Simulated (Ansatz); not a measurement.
# HfO2: relaxation of cell and atoms with PBEsol+D3(BJ)

The system is HfO2.

```xyz
6
Lattice="4.8135 0.0000 0.0000 0.0000 4.8135 0.0000 0.0000 0.0000 3.2054" Properties=species:S:1:pos:R:3 pbc="T T T"
Hf    2.4068    2.4068    1.6027
Hf    0.0000    0.0000    0.0000
O     3.8751    0.9384    1.6027
O     3.3452    3.3452    0.0000
O     1.4683    1.4683    0.0000
O     0.9384    3.8751    1.6027
```

Measurements of this composition are mostly on another form, of space group No. 14.

- Program: Ansatz 0.2.0
- Task: relaxation of cell and atoms
- Functional: PBEsol
- Dispersion: D3(BJ)
- Potentials or basis: Ansatz PAW
- Cutoff: 420 eV (not typed: the program's choice for these potentials)
- k mesh: 6 × 6 × 8
- Occupations: fermi-dirac, width 0.05 eV
- Spin: no spin polarisation

```json
{
 "Relaxed volume": "12.34 Å³/atom",
 "Relaxed cell": "a = 4.808 Å, b = 4.808 Å, c = 3.202 Å, α = 90.00°, β = 90.00°, γ = 90.00°",
 "Space group after relaxing (to 0.05 Å)": "P4_2/mnm (No. 136)",
 "Energy gained by relaxing": "0.1 meV/atom",
 "Ionic steps": "4",
 "Pressure after relaxing": "0.0 GPa",
 "Largest force after relaxing": "0.007 eV/Å",
 "Band gap on the k mesh": "3.93 eV, direct"
}
```

Forces in eV/Å, atoms in the order of the input:
```
Hf   0.000  0.000  0.000
Hf   0.000  0.000  0.000
O   -0.005  0.005  0.000
O    0.005  0.005  0.000
O   -0.005 -0.005  0.000
O    0.005 -0.005  0.000
```

The path:
| step | energy change (eV) | largest force (eV/Å) | volume (Å³) |
| --- | --- | --- | --- |
| 1 | 0.0000 | 0.0143 | 74.27 |
| 2 | -0.0019 | 0.0011 | 73.99 |
| 3 | -0.0018 | 0.0066 | 74.02 |
| 4 | -0.0007 | 0.0066 | 74.02 |

Final structure:
```xyz
6
Lattice="4.8080 0.0000 0.0000 0.0000 4.8080 0.0000 0.0000 0.0000 3.2022" Properties=species:S:1:pos:R:3 pbc="T T T"
Hf    2.4040    2.4040    1.6011
Hf    0.0000    0.0000    0.0000
O     3.8701    0.9379    1.6011
O     3.3419    3.3419    0.0000
O     1.4661    1.4661    0.0000
O     0.9379    3.8701    1.6011
```

Levels at points of the mesh, in eV from the valence-band top:
| k point | band 34 | band 35 | band 36 | band 37 | band 38 | band 39 | band 40 | band 41 | band 42 | band 43 |
| --- | --- | --- | --- | --- | --- | --- | --- | --- | --- | --- |
| (0.00, 0.00, 0.00) | -1.57 | -0.64 | -0.38 | -0.38 | 0.00 | 3.93 | 4.10 | 5.25 | 5.61 | 5.61 |
| (0.00, 0.00, -0.50) | -2.14 | -2.02 | -2.02 | -0.95 | -0.95 | 5.64 | 5.64 | 6.11 | 6.11 | 6.12 |
| (0.00, -0.50, 0.00) | -2.73 | -1.40 | -1.40 | -0.65 | -0.65 | 4.63 | 4.63 | 6.25 | 6.25 | 6.52 |
| (0.00, -0.50, -0.50) | -1.82 | -1.71 | -1.71 | -0.87 | -0.87 | 4.16 | 4.16 | 6.36 | 6.36 | 6.97 |
| (-0.50, -0.50, 0.00) | -1.81 | -1.06 | -1.06 | -0.72 | -0.72 | 4.20 | 4.20 | 5.67 | 5.67 | 6.69 |
| (-0.50, -0.50, -0.50) | -1.99 | -1.09 | -1.09 | -0.46 | -0.46 | 5.14 | 5.14 | 5.87 | 5.87 | 6.48 |

Run time: 23 s on 2 threads of Arm Neoverse V2 (shared host), peak memory 0.45 GiB.

Caveat: the plane-wave basis is chosen anew once the cell has moved, so the energies of steps on either side of that aren't comparable; the pressure holds a Pulay correction of +0.8 GPa for the finite cutoff; spin-orbit coupling is left out, which moves the levels of the heavy elements; the PAW data sets come from PBE, with cores solved anew for the run's functional, which leaves a small shift of forces and pressure. As with any semilocal functional, this PBEsol gap is likely too small.
